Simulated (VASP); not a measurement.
SrCl2: single point with revPBE

SrCl2:

```xyz
3
Lattice="0.0000 3.4884 3.4884 3.4884 0.0000 3.4884 3.4884 3.4884 0.0000" Properties=species:S:1:pos:R:3 pbc="T T T"
Sr    0.0000    0.0000    0.0000
Cl    1.7442    1.7442    1.7442
Cl    5.2325    5.2325    5.2325
```

- Program: VASP 6.6.1
- Task: single point
- Functional: revPBE
- Potentials or basis: VASP PAW PBE potentials, release 64 (Sr_sv, Cl)
- Cutoff: 520 eV
- k mesh: 4 × 4 × 4
- Occupations: gaussian, width 0.01 eV
- Spin: no spin polarisation

```
Pressure               : 2.6 GPa
Band gap on the k mesh : 5.63 eV, indirect (least direct gap 5.71 eV)
```

Levels at points of the mesh, in eV from the valence-band top:
| k point | band 10 | band 11 | band 12 | band 13 | band 14 | band 15 |
| --- | --- | --- | --- | --- | --- | --- |
| (0.00, 0.00, 0.00) | -0.33 | -0.33 | -0.33 | 5.63 | 6.23 | 6.23 |
| (0.50, 0.00, 0.00) | -1.29 | -1.03 | -1.03 | 6.84 | 6.84 | 7.59 |
| (0.50, 0.50, 0.00) | -0.40 | -0.40 | 0.00 | 5.71 | 7.13 | 7.72 |

Run time: 16 s on 1 thread of Intel(R) Xeon(R) 6975P-C (Granite Rapids), with other jobs on the host, peak memory 0.22 GiB.

Caveat: the PAW data sets were made with another functional, which shifts forces and pressure a little. A k mesh can miss the band edges.
